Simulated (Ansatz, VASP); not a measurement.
Si3C: VASP beside Ansatz

The input INCAR:

```
SYSTEM = Si3C
PREC = Accurate ; ENCUT = 520
EDIFF = 1E-6 ; ISMEAR = 0
SIGMA = 0.1 ; LREAL = .FALSE.
LASPH = .TRUE. ; NELM = 100
ALGO = Normal ; ISIF = 2
LWAVE = .FALSE. ; LCHARG = .TRUE.
GGA = PS ; LELF = .TRUE.
LVHAR = .TRUE. ; NBANDS = 16
```

The input KPOINTS:

```
Automatic mesh
0
G
  6 6 6
  0 0 0
```

Contents of POSCAR:

```
Si3C
1.0
    0.0000000000     -2.4872308900     -2.4872308900
   -2.4872308900      0.0000000000     -2.4872308900
    2.4872308900      2.4872308900     -4.9744617800
C Si
1 3
Direct
    0.8750000000      0.8750000000      0.3750000000
    0.3750000000      0.3750000000      0.8750000000
    0.7500000000      0.7500000000      0.7500000000
    0.2500000000      0.2500000000      0.2500000000
```

Input for Ansatz:

```yaml
crystal:
  lattice:
    - [0.0, -2.48723089, -2.48723089]
    - [-2.48723089, 0.0, -2.48723089]
    - [2.48723089, 2.48723089, -4.97446178]
  atoms:
    - { symbol: C, position: [0.875, 0.875, 0.375] }
    - { symbol: Si, position: [0.375, 0.375, 0.875] }
    - { symbol: Si, position: [0.75, 0.75, 0.75] }
    - { symbol: Si, position: [0.25, 0.25, 0.25] }
basis:
  ecutwfc: 420
kpoints:
  mp_grid: { grid: [6, 6, 6] }
hamiltonian:
  xc: pbesol
  pseudopotentials: { kind: paw }
scf:
  occupations: { method: gaussian, width: 0.1 }
output:
  forces: true
  stress: true
  eigenvalues: true
```

The cell comes from a database or a generator and needn't be the stable form of this composition.

Alike in both runs: task single point; functional PBEsol; k mesh 6 × 6 × 6; occupations gaussian, width 0.1 eV; no spin polarisation.

```csv
,VASP,Ansatz
version,VASP 6.6.1,Ansatz 0.2.0
potentials or method,"VASP PAW PBE potentials, release 64 (C, Si)","scalar-relativistic, plane waves, PAW"
plane-wave cutoff (eV),520,420
valence electrons in the cell,16,16
```

|  | VASP | Ansatz | Ansatz less VASP |
| --- | --- | --- | --- |
| gap on the k mesh at the Fermi level (eV) | 0.08 | 0.09 | +0.011 |
| least direct gap on the mesh (eV) | 1.08 | 1.08 | +0.004 |
| pressure (GPa) | 2.7 | 2.5 | -0.19 |
| largest component of the traceless stress (GPa) | 0.05 | 0.05 | -0.004 |
| rms of the force components (eV/Å) | 1.876 | 1.874 | -0.0021 |

Atom by atom the forces differ by 0.003 eV/Å (rms over components).

Caveats: the PAW data sets were made with another functional, which shifts forces and pressure a little (VASP). Expect the measured gap to be larger: semilocal functionals such as PBEsol lack the derivative discontinuity. A k mesh can miss the band edges.
